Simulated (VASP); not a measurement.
Here is a VASP 6.6.1 calculation.

File INCAR:

```
PREC     = Accurate       # precision mode
ENCUT    = 600            # plane-wave cutoff, eV
EDIFF    = 1E-7           # SCF threshold, eV
ISMEAR   = 0              # smearing method
SIGMA    = 0.03           # smearing width, eV
LREAL    = False          # projectors in reciprocal space
LASPH    = True           # aspherical terms in the spheres
NELM     = 80             # most SCF steps
ALGO     = Normal         # electronic algorithm
ISIF     = 3              # what is computed and relaxed
LWAVE    = False          # write WAVECAR
LCHARG   = False          # write CHGCAR
GGA      = CA             # functional
IBRION   = 2              # ionic algorithm
NSW      = 90             # ionic steps
EDIFFG   = -0.005         # ionic threshold
KPAR     = 2
```

Contents of KPOINTS:

```
regular mesh
0
Gamma
  9 9 2
```

File POSCAR:

```
Te2Mo                                   
1.0
    3.4755287640     -0.0000000000      0.0000000000
   -1.7377643820      3.0098962012     -0.0000000000
   -0.0000000000      0.0000000000     13.7704706663
  Te              Mo            
     4     2
Direct
     0.3333333332999970    0.6666666667000030    0.6193975500260722
     0.6666666667000030    0.3333333332999970    0.1193975500260722
     0.3333333332999970    0.6666666667000030    0.8806024499739278
     0.6666666667000030    0.3333333332999970    0.3806024499739277
     0.3333333332999970    0.6666666667000030    0.2500000000000000
     0.6666666667000030    0.3333333332999970    0.7500000000000000
```

Potentials or basis: VASP PAW LDA potentials, release 64 (Te, Mo_sv).

The run is started by

```console
$ cat potpaw_LDA.64/Te/POTCAR potpaw_LDA.64/Mo_sv/POTCAR > POTCAR
$ mpirun -np 2 vasp_std > vasp.out
```

**Question.** Predict the space group after relaxing (to 0.05 Å).

**Answer.** P6_3/mmc (No. 194).

**Question.** Predict the relaxed volume.

**Answer.** 24.00 Å³/atom.

Final structure:
```
Te Mo
1.0
     3.47428    0.00000    0.00000
    -1.73714    3.00881    0.00000
     0.00000    0.00000   13.77429
Te Mo
4 2
Direct
  0.33333 0.66667 0.61937
  0.66667 0.33333 0.11937
  0.33333 0.66667 0.88063
  0.66667 0.33333 0.38063
  0.33333 0.66667 0.25000
  0.66667 0.33333 0.75000
```
